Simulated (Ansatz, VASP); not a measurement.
This is a calculation of ZnS (Wurtzite-2H) for Ansatz 0.2.0. 

File input.yaml:

```yaml
crystal:
  lattice:
    - [3.811, 0.0, 0.0]
    - [-1.9055, 3.3004228138, 0.0]
    - [0.0, 0.0, 6.234]
  atoms:
    - { symbol: Zn, position: [0.6666666667, 0.3333333333, 0.5] }
    - { symbol: Zn, position: [0.3333333333, 0.6666666667, 0.0] }
    - { symbol: S, position: [0.6666666667, 0.3333333333, 0.885] }
    - { symbol: S, position: [0.3333333333, 0.6666666667, 0.385] }
hamiltonian:
  xc: pbe
  pseudopotentials: { kind: paw }
kpoints:
  mp_grid: { grid: [8, 8, 5] }
scf:
  occupations: { method: gaussian, width: 0.012 }
output:
  forces: true
  stress: true
  eigenvalues: true
```

Potentials or basis: Ansatz PAW.

Run with:

```console
$ ansatz run input.yaml --threads 2 --pin off --max-ram 5632MiB --backend cpu --events-out ev --progress --plain --runs-dir out
```

Q: Set up the same calculation for VASP 6.6.1. Potentials or basis there: PBE PAW files S, Zn, 520 eV.

A: As run (cutoffs and basis follow the program's own potentials, and thresholds, step limits or extra output files can differ):

Contents of INCAR:

```
PREC = Accurate
ENCUT = 520
EDIFF = 1E-6
ISMEAR = 0
SIGMA = 0.012
LREAL = False
LASPH = True
NELM = 60
ALGO = Fast
ISIF = 2
LWAVE = False
LCHARG = True
GGA = PE
LELF = True
LVHAR = True
```

Contents of KPOINTS:

```
regular mesh
0
Gamma
  8 8 5
```

Contents of POSCAR:

```
ZnS
1.0
    3.8110000000      0.0000000000      0.0000000000
   -1.9055000000      3.3004228138      0.0000000000
    0.0000000000      0.0000000000      6.2340000000
Zn S
2 2
Direct
    0.6666666667      0.3333333333      0.5000000000
    0.3333333333      0.6666666667      0.0000000000
    0.6666666667      0.3333333333      0.8850000000
    0.3333333333      0.6666666667      0.3850000000
```

Potentials or basis: VASP PAW PBE potentials, release 64 (Zn, S).

Run with:

```console
$ cat potpaw_PBE.64/Zn/POTCAR potpaw_PBE.64/S/POTCAR > POTCAR
$ mpirun -np 1 vasp_std > vasp.out
```

Both were run:

|  | Ansatz | VASP |
| --- | --- | --- |
| Pressure | 2.3 GPa | 2.2 GPa |
| Largest force | 0.319 eV/Å | 0.323 eV/Å |

Ansatz's pressure holds a Pulay term of +0.07 GPa for its cutoff of 420 eV, which the other run lacks.

Where Ansatz's input types no cutoff or centring, it takes its own default and a Γ-centred mesh.

Pressure is positive in compression.
